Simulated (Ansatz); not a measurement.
# N (P4_2/mnm) in Ansatz: further runs

The runs below take N through single point, with HSE06 form with a typed share of exact exchange.

Everything below comes from runs of Ansatz 0.2.0. Logs are shortened: lines on timing, memory, paths and dates and some standing lists are left out, and cuts for length are marked.

## (1) The structure

The structure is tetragonal, space group P4_2/mnm (No. 136). The conventional cell has a = 4.084 Å, b = 4.084 Å, c = 5.346 Å, α = 90.00°, β = 90.00°, γ = 90.00°. N (site symmetry m2m) is surrounded by 1 N at 1.11 Å.

## (2) Single point, HSE06 form with a typed share of exact exchange

input.yaml reads:

```yaml
crystal:
  lattice:
    - [4.08406197, 0.0, 0.0]
    - [0.0, 4.08406197, 0.0]
    - [0.0, 0.0, 5.34591325]
  atoms:
    - { symbol: "N", position: [0.4042752, 0.5957248, 0.5] }
    - { symbol: "N", position: [0.0957248, 0.0957248, 0.0] }
    - { symbol: "N", position: [0.5957248, 0.4042752, 0.5] }
    - { symbol: "N", position: [0.9042752, 0.9042752, 0.0] }
hamiltonian:
  xc: { exchange: pbe, correlation: pbe, exx: { coeff: 0.25, omega: 0.1 } }
  pseudopotentials: { kind: paw }
kpoints:
  mp_grid: { grid: [4, 4, 3] }
scf:
  occupations: { method: fermi_dirac, width: 0.05 }
output:
  forces: true
  stress: true
  eigenvalues: true
```

Potentials or basis: Ansatz PAW.

Run with:

```
ansatz run input.yaml --threads 2 --pin off --max-ram 5632MiB --backend cpu --events-out ev --progress --plain --runs-dir out
```

What it wrote:

```text
Warning: output.stress: scf.convergence.dr2_threshold = 1e-7 eV (the SCF's general default) is looser than the 4e-10 eV advised for a printed stress (1e-10 eV for each atom of the cell: 4). What an SCF threshold leaves in a stress goes as its square root, and in the free energy as the threshold itself, and one threshold admits the most on a small cell: of the crystals measured, under no hybrid functional and no lock of the moments, on runs that ended without the residual-converged pass, on stresses that held no estimate of that error, the worst erred by over 100 MPa in a component at 1e-7 eV an atom and by under 5 at 1e-10. Set scf.convergence.dr2_threshold to 4e-10 eV or tighter. The threshold is an SCF's pass mark: one that does not reach it within its budget of iterations ends unconverged, or closes short of it on a stop that the run arms, and scf.convergence.dr2_threshold's page says what that costs each kind of run
Warning: output.stress: scf.exx.energy_threshold = 1e-6 eV is looser than the 4e-8 eV advised for a stress under a hybrid functional (1e-8 eV for each atom of the cell: 4). Every SCF of the exchange loop can meet its threshold on dr2 while the loop round them stops early: no threshold on dr2 bounds what that leaves in the stress. Set scf.exx.energy_threshold to 4e-8 eV or tighter. The threshold is the loop's pass mark: a loop that does not reach it within its budget of cycles ends unconverged, and scf.exx.energy_threshold's page has the law
Warning: RAYON_NUM_THREADS=2 ignored (pool sized by the plan → 2); use --threads N
exact exchange: scf.exx.singularity resolves to wigner_seitz, which cuts the screened interaction at the faces of the exchange supercell's Wigner-Seitz cell, so that each pair interacts once, at the shortest of its separations (the periodic images that this leaves out come, for a point-like exchange hole, to about 0.031 eV on a filled level). The cut falls within the interaction's reach, and what an exchange supercell this small leaves in the energy, the band gaps and, where it is computed, the pressure is not bounded here. The exchange supercell (the smallest cell that an SCF of this deck is solved on times the 4×4×3 mesh of the exchange sum) has its nearest image at L = 16.04 Å, 1.60 times the interaction's range 1/ω = 10.00 Å. A denser mesh of the exchange sum (kpoints.mp_grid; where a k-mesh is refused, the cell repeated along its short axes), shrinks what is left. The k-mesh (kpoints.mp_grid) can leave an error of its own, as it does under a semilocal functional: two runs of this structure under PBE, one on that k-mesh and one on a denser one or on the cell repeated (per cell), show about how large it is in the energy; in a metal the hybrid's can be larger than they show. Converge the k-mesh under the hybrid itself. See scf.exx.q_mesh
Engine: ansatz 0.2.0, x86_64-unknown-linux-gnu
Pseudopotentials: kind: paw
Pseudopotential: N, paw, valence charge 5, recommended cutoff 420 eV (normal), N.paw.azcp
Functional definition: unnamed
  parameter a_1 = 0.25
  parameter omega_1 = 0.1/angstrom
  exchange = pbe_x + (-a_1)*pbe_x_sr(omega_1) + a_1*exact_x_sr(omega_1)
  correlation = pbe_c
Crystal: 4 atoms, lattice volume = 89.167 Å³
Basis set: ecut = 420 eV, 1753 PW (Γ), exchange–correlation on 60×60×72 points (8 copies of the dense FFT grid, shifted against one another)
Bands: 14, of which v1, the nominal top of the filled ones, is band 10 counted from 1 (9 counted from 0)
Symmetry: 16 space group operations
Space group: P42/mnm (ITA 136), of the structure as read, at distance tolerance 4.5e-5 Å
k-points: 12 of 48
Non-local potential: N, projectors of the file, l = 0: 2, l = 1: 2, l = 2: 1
PAW form: soft (Blöchl's): semilocal exchange-correlation on the pseudo side does not see the compensation charge
PAW frozen core: N, regenerated for the run's functional, and the local potential with it (the file was generated under x = pbe(κ = 0.804, μ = 0.2195149727645171), c = pbe(β = 0.06672455060314922))
PAW one-centre angular grid: N, 110 points (default); XC on 64 Gauss nodes
Initial density: superposition of atomic densities (neutral atoms: chi_scale 0, normalization atom), corrected by the library's trained network
Initial wavefunctions: pseudopotential atomic-orbital guess
Functional: x = pbe(κ = 0.804, μ = 0.2195149727645171), c = pbe(β = 0.06672455060314922), warm-up for x = pbe(κ = 0.804, μ = 0.2195149727645171) + 0.25 (exact − pbe) at short range (hse, ω = 0.1 Å⁻¹), c = pbe(β = 0.06672455060314922)
SCF iter   1: F=—  HF=-1536.060607 eV  |F-HF|=—  |Δ(HF+E_count)|=         —  Δρ=4.03e-3  dr2=1.48e-2  ethr=1.77e-3  ⟨swp⟩=5.0  Hψ=754  notcnv=0
preconditioner: auto → none  [insulator: Δε(μ)=6.901 eV  Ē_g=12.979 eV  σ=0.050 eV  W_gap=1.00  n_scr=14 (ndim 8)  ℏωp=17.6 eV  f_vac=0.275  D(μ)=0.00/eV (n_scr^D=0)]
iter 2 solved again at ethr=7.08e-6 eV; its pass at ethr=7.40e-5 eV (dr2=1.42e-3 eV) is discarded
SCF iter   2: F=-1536.074620 eV  HF=-1536.074874 eV  |F-HF|=2.54e-4  |Δ(HF+E_count)|=   1.43e-2  Δρ=1.46e-3  dr2=1.43e-3  ethr=7.08e-6  ⟨swp⟩=2.0  Hψ=728  notcnv=0
SCF 1 stopped early in 2 iterations: F = -1536.074620 eV  dr2 = 1.43e-3
Initial density: handed on by an earlier stage of this run
Initial wavefunctions: those handed on with the density
Functional: x = pbe(κ = 0.804, μ = 0.2195149727645171) + 0.25 (exact − pbe) at short range (hse, ω = 0.1 Å⁻¹), c = pbe(β = 0.06672455060314922)
Exchange kernel: α = 0.2500, screened, ω = 0.1000 Å⁻¹, Wigner–Seitz truncation, v(0) = 3297.6214 eV·Å³, q-mesh 4×4×3, nearest image of the exchange supercell L = 16.04 Å, pair-density grid 24×24×30, without the augmentation charges, whose exchange is taken in its separable form by FFT convolution over the k-point mesh (sized by the pseudopotential files, 30×30×36 at the most), smooth part of the exact exchange by density-matrix convolution
Frozen-core exchange: fock
SCF iter   1: F=—  HF=-1535.381521 eV  |F-HF|=—  |Δ(HF+E_count)|=         —  Δρ=6.87e-3  dr2=1.78e-2  ethr=7.17e-5  ⟨swp⟩=5.0  Hψ=710  notcnv=0
preconditioner: auto → none  [insulator: Δε(μ)=9.578 eV  Ē_g=16.017 eV  σ=0.050 eV  W_gap=1.00  n_scr=14 (ndim 8)  ℏωp=17.6 eV  f_vac=0.260  D(μ)=0.00/eV (n_scr^D=0)]
SCF iter   2: F=—  HF=-1535.375921 eV  |F-HF|=—  |Δ(HF+E_count)|=   5.60e-3  Δρ=2.62e-3  dr2=2.25e-3  ethr=7.17e-5  ⟨swp⟩=3.0  Hψ=459  notcnv=0
SCF iter   3: F=—  HF=-1535.381513 eV  |F-HF|=—  |Δ(HF+E_count)|=   5.59e-3  Δρ=1.01e-3  dr2=2.63e-4  ethr=9.64e-6  ⟨swp⟩=3.0  Hψ=391  notcnv=0
SCF iter   4: F=—  HF=-1535.381486 eV  |F-HF|=—  |Δ(HF+E_count)|=   2.66e-5  Δρ=2.30e-4  dr2=1.92e-5  ethr=1.27e-6  ⟨swp⟩=2.0  Hψ=290  notcnv=0
SCF iter   5: F=—  HF=-1535.381562 eV  |F-HF|=—  |Δ(HF+E_count)|=   7.59e-5  Δρ=9.58e-5  dr2=3.73e-6  ethr=6.53e-8  ⟨swp⟩=3.4  Hψ=452  notcnv=0
SCF iter   6: F=-1535.381544 eV  HF=-1535.381561 eV  |F-HF|=1.66e-5  |Δ(HF+E_count)|=   1.39e-6  Δρ=4.63e-6  dr2=1.82e-7  ethr=1.78e-8  ⟨swp⟩=3.0  Hψ=367  notcnv=0
SCF 2 stopped early in 6 iterations: F = -1535.381544 eV  dr2 = 1.82e-7
  Residual-converged pass: ⟨swp⟩=3.0  Hψ=408  notcnv=0  max |occ|·‖R‖ = 6.7e-6 eV (tolerance 6.7e-6 eV)  dr2=1.83e-7  dr2_onsite=8.68e-10  max |Δocc| = 0.0e0
hybrid outer 1: dexx = +6.670e-3 eV, tail = 2.49e-5 eV
Exchange kernel: α = 0.2500, screened, ω = 0.1000 Å⁻¹, Wigner–Seitz truncation, v(0) = 3297.6214 eV·Å³, q-mesh 4×4×3, nearest image of the exchange supercell L = 16.04 Å, pair-density grid 24×24×30, without the augmentation charges, whose exchange is taken in its separable form by FFT convolution over the k-point mesh (sized by the pseudopotential files, 30×30×36 at the most), smooth part of the exact exchange by density-matrix convolution
Frozen-core exchange: fock
SCF iter   1: F=—  HF=-1535.381779 eV  |F-HF|=—  |Δ(HF+E_count)|=         —  Δρ=5.00e-5  dr2=6.96e-7  ethr=6.22e-7  ⟨swp⟩=3.0  Hψ=424  notcnv=0
preconditioner: auto → none  [insulator: Δε(μ)=9.628 eV  Ē_g=16.022 eV  σ=0.050 eV  W_gap=1.00  n_scr=14 (ndim 8)  ℏωp=17.6 eV  f_vac=0.259  D(μ)=0.00/eV (n_scr^D=0)]
SCF iter   2: F=—  HF=-1535.381779 eV  |F-HF|=—  |Δ(HF+E_count)|=   1.13e-7  Δρ=1.76e-5  dr2=8.56e-8  ethr=2.96e-9  ⟨swp⟩=3.2  Hψ=410  notcnv=0
SCF iter   3: F=—  HF=-1535.381779 eV  |F-HF|=—  |Δ(HF+E_count)|=   2.83e-7  Δρ=3.95e-6  dr2=8.56e-9  ethr=3.26e-10  ⟨swp⟩=3.0  Hψ=413  notcnv=0
SCF iter   4: F=-1535.381779 eV  HF=-1535.381779 eV  |F-HF|=4.22e-10  |Δ(HF+E_count)|=   2.67e-9  Δρ=1.37e-6  dr2=8.74e-10  ethr=3.91e-11  ⟨swp⟩=3.0  Hψ=391  notcnv=0
SCF 3 converged in 4 iterations: F = -1535.381779 eV  dr2 = 8.74e-10
  Residual-converged pass: ⟨swp⟩=4.0  Hψ=388  notcnv=0  max |occ|·‖R‖ = 8.6e-7 eV (tolerance 9.4e-7 eV)  dr2=8.27e-10  dr2_onsite=2.69e-11  max |Δocc| = 0.0e0
hybrid outer 2: dexx = +4.435e-7 eV, tail = 1.32e-8 eV, Δε = 1.84e-3 eV (about 4.45e-5 eV left of the loop's levels), ΔF = 5.72e-3 eV/Å (tail 7.62e-4)
hybrid SCF converged: 2 outer / 10 inner (+2 warm-up), last move |dexx| = 4.43e-7 eV, tail = 1.32e-8 eV
Stability not checked: this state was not tested for a lower state beside it, because the functional holds exact exchange (a hybrid, or Hartree-Fock), whose exchange loop this test does not read (fock_operator; see scf.lower_state_search)
Free energy (F): -1535.381779 eV
Frozen-core exchange: fock
Harris-Foulkes:  -1535.381779 eV  (|F-HF|=4.22e-10)
Internal energy: -1535.381779 eV  (E = F + TS)
E sigma→0 (E₀):  -1535.381779 eV
Fermi energy:    -2.377921 eV
--- Per-component energies (eV) ---
  E_band       = -248.385330
  E_kinetic    = 500.923817
  E_local      = -1474.199002  (includes V_loc(G=0)·N_el)
  E_nonlocal   = 188.834669
  E_hartree    = 470.619440
  E_xc         = -181.518913
  E_vxc        = -228.462733  (∫ρ·V_xc dr)
  E_exx        = -56.154923  (= α·E_x^exact, valence–valence)
  E_paw        = -500.848351  (= ΣΔE_a)
  E_vpaw       = -64.411653  (= ΣTr[D̂ρ^β])
  E_aug_tail   = 0.000337  (compensation charges beyond the density's cutoff)
  E_ewald      = -482.949831
  E_core_change = -0.089023  (= ΣΔE_core)
  E_smearing   = -0.000000  (= −TS)
  E_closure    = 0.000001  (closes the sum)
  Σ components = -1535.381779   (vs F -1535.381779, Δ=0.00e0)
--- Forces (eV/Å), atoms counted from 1 ---
  atom   1  N      1.84141756    -1.84141756     0.00000000
  atom   2  N     -1.84141756    -1.84141756     0.00000000
  atom   3  N     -1.84141756     1.84141756     0.00000000
  atom   4  N      1.84141756     1.84141756     0.00000000
  max |Σ_I F_I| component: 8.88e-16 eV/Å
--- Stress (GPa, compression-positive) ---
       -4.670973       0.000000       0.000000
        0.000000      -4.670973       0.000000
        0.000000       0.000000       0.482295
  P = ⅓ Tr σ = -2.9532 GPa (-29.532 kbar)
--- Band table (eV; the first three rows and the last of 12) ---
  k-point 0: bands = ["-26.6810", "-26.6117", "-10.8754", "-10.8754", "-8.8202", "-8.2490", "-8.2023", "-8.2023", "-8.0953", "-7.4572", "2.3807", "3.4336", "3.8671", "3.8671"]
  k-point 1: bands = ["-26.6635", "-26.6288", "-10.8696", "-10.8696", "-8.7840", "-8.5827", "-8.2113", "-8.2113", "-7.7439", "-7.5092", "2.6177", "3.1413", "3.8557", "3.8557"]
  k-point 2: bands = ["-26.6641", "-26.6149", "-11.0006", "-10.9991", "-8.6977", "-8.4959", "-8.3002", "-8.1820", "-7.7648", "-7.4054", "2.8437", "3.6431", "3.7279", "3.7436"]
  k-point 11: bands = ["-26.6190", "-26.6190", "-11.2736", "-11.2736", "-8.6252", "-8.6252", "-8.4066", "-8.4066", "-7.2476", "-7.2476", "3.3404", "3.3404", "4.5317", "4.5317"]
```

Run time: 12 s. Hardware: 2 threads of Intel Xeon 6975P-C (Granite Rapids), shared host; peak memory 0.91 GiB.

What came out:

```
Free energy            : -1535.3818 eV
Pressure               : -3.0 GPa
Largest force          : 2.604 eV/Å
Band gap on the k mesh : 9.63 eV, indirect (least direct gap 9.84 eV)
```

Forces on the atoms (eV/Å):
```
N    1.841 -1.841  0.000
N   -1.841 -1.841  0.000
N   -1.841  1.841  0.000
N    1.841  1.841  0.000
```

Caveat: odd divisions of the mesh miss points on the zone boundary, where band edges often lie, so the gap on the mesh can be too wide; the pressure holds a Pulay correction of +0.3 GPa for the finite cutoff; the PAW data sets come from PBE, with cores solved anew for the run's functional, which leaves a small shift of forces and pressure; forces of over 1 eV/Å show positions far from the minimum, so gaps and moduli don't describe the material at rest; the thresholds are loose for stress.

## (3) Single point, HSE06 form with a typed share of exact exchange

input.yaml, as its differences from that of step 2:

```diff
@@ -11,3 +11,6 @@
 hamiltonian:
-  xc: { exchange: pbe, correlation: pbe, exx: { coeff: 0.25, omega: 0.1 } }
+  xc:
+    exchange: pbe
+    correlation: pbe
+    exx: { coeff: 0.25, omega: 0.15 }
   pseudopotentials: { kind: paw }
@@ -21 +24,5 @@
   eigenvalues: true
+  write_density: true
+  write_potential: true
+  elf: true
+  volumetric_format: npy
```

Potentials or basis: Ansatz PAW.

Run with:

```
ansatz run input.yaml --threads 2 --pin off --max-ram 5632MiB --backend cpu --events-out ev --progress --plain --runs-dir out
```

It took 12 s on 2 threads of Intel Xeon 6975P-C (Granite Rapids), shared host; peak memory 0.92 GiB.

Results (log left out):

* Free energy: -1535.3642 eV
* Pressure: -2.9 GPa
* Largest force: 2.601 eV/Å
* Band gap on the k mesh: 9.44 eV, indirect (least direct gap 9.65 eV)

Forces on the atoms (eV/Å):
```
N    1.839 -1.839  0.000
N   -1.839 -1.839  0.000
N   -1.839  1.839  0.000
N    1.839  1.839  0.000
```

Stress tensor (GPa, compression positive):
```
-4.66  0.00  0.00
 0.00 -4.66  0.00
 0.00  0.00  0.48
```

Levels at points of the mesh, in eV from the valence-band top:
```
             k point  band 7  band 8  band 9  band 10  band 11  band 12  band 13  band 14
  (0.00, 0.00, 0.00)   -0.95   -0.95   -0.85    -0.21     9.44    10.49    10.92    10.92
 (0.00, -0.50, 0.00)   -1.17   -1.17   -0.21    -0.21    10.63    10.63    10.66    10.66
(-0.50, -0.50, 0.00)   -1.12   -1.12   -0.03    -0.03    10.37    10.37    11.58    11.58
```

Caveat: odd divisions of the mesh miss points on the zone boundary, where band edges often lie, so the gap on the mesh can be too wide; the pressure holds a Pulay correction of +0.3 GPa for the finite cutoff; the PAW data sets come from PBE, with cores solved anew for the run's functional, which leaves a small shift of forces and pressure; forces of over 1 eV/Å show positions far from the minimum, so gaps and moduli don't describe the material at rest; the thresholds are loose for stress. A k mesh can miss the band edges.

## (4) Single point, HSE06 form with a typed share of exact exchange

input.yaml, as its differences from that of step 3:

```diff
@@ -11,6 +11,3 @@
 hamiltonian:
-  xc:
-    exchange: pbe
-    correlation: pbe
-    exx: { coeff: 0.25, omega: 0.15 }
+  xc: { exchange: pbe, correlation: pbe, exx: { coeff: 0.25, omega: 0.2 } }
   pseudopotentials: { kind: paw }
@@ -24,5 +21 @@
   eigenvalues: true
-  write_density: true
-  write_potential: true
-  elf: true
-  volumetric_format: npy
```

Run with:

```
ansatz run input.yaml --threads 2 --pin off --max-ram 5632MiB --backend cpu --events-out ev --progress --plain --runs-dir out
```

Run time: 11 s. Hardware: 2 threads of Intel Xeon 6975P-C (Granite Rapids), shared host; peak memory 0.92 GiB.

The run converged. Its results:

```
Free energy            : -1535.3380 eV
Pressure               : -2.9 GPa
Largest force          : 2.591 eV/Å
Band gap on the k mesh : 9.25 eV, indirect (least direct gap 9.46 eV)
```

Forces on the atoms (eV/Å):
```
N    1.832 -1.832  0.000
N   -1.832 -1.832  0.000
N   -1.832  1.832  0.000
N    1.832  1.832  0.000
```

Stress tensor (GPa, compression positive):
```
-4.65  0.00  0.00
 0.00 -4.65  0.00
 0.00  0.00  0.48
```

Levels at points of the mesh, in eV from the valence-band top:
```csv
k point,band 6,band 7,band 8,band 9,band 10,band 11,band 12,band 13,band 14
"(0.00, 0.00, 0.00)",-1.00,-0.96,-0.96,-0.85,-0.21,9.25,10.30,10.73,10.73
"(0.00, -0.50, 0.00)",-1.21,-1.17,-1.17,-0.21,-0.21,10.45,10.45,10.47,10.47
"(-0.50, -0.50, 0.00)",-1.35,-1.12,-1.12,-0.03,-0.03,10.18,10.18,11.39,11.39
```

Caveat: odd divisions of the mesh miss points on the zone boundary, where band edges often lie, so the gap on the mesh can be too wide; the pressure holds a Pulay correction of +0.3 GPa for the finite cutoff; the PAW data sets come from PBE, with cores solved anew for the run's functional, which leaves a small shift of forces and pressure; forces of over 1 eV/Å show positions far from the minimum, so gaps and moduli don't describe the material at rest; the thresholds are loose for stress.

## (5) The runs side by side

```csv
screening (1/Å),gap on the mesh (eV),pressure (GPa),largest force (eV/Å)
0.1,9.63,-3.0,2.60
0.15,9.44,-2.9,2.60
0.2,9.25,-2.9,2.59
```

Alike in all rows: task single point; level HSE06 form with a typed share of exact exchange; potentials or basis Ansatz PAW; no spin polarisation; cell as given; k mesh 4 × 4 × 3; cutoff (eV) 420; smearing fermi-dirac 0.05 eV.

On the cell as given the gap runs from 9.25 eV (HSE06 form with a typed share of exact exchange) to 9.63 eV (HSE06 form with a typed share of exact exchange).

Caveats: odd divisions of the mesh miss points on the zone boundary, where band edges often lie, so the gap on the mesh can be too wide; the PAW data sets come from PBE, with cores solved anew for the run's functional, which leaves a small shift of forces and pressure; forces of over 1 eV/Å show positions far from the minimum, so gaps and moduli don't describe the material at rest; the thresholds are loose for stress.

Absolute energies hang on the potentials; compare differences alone.
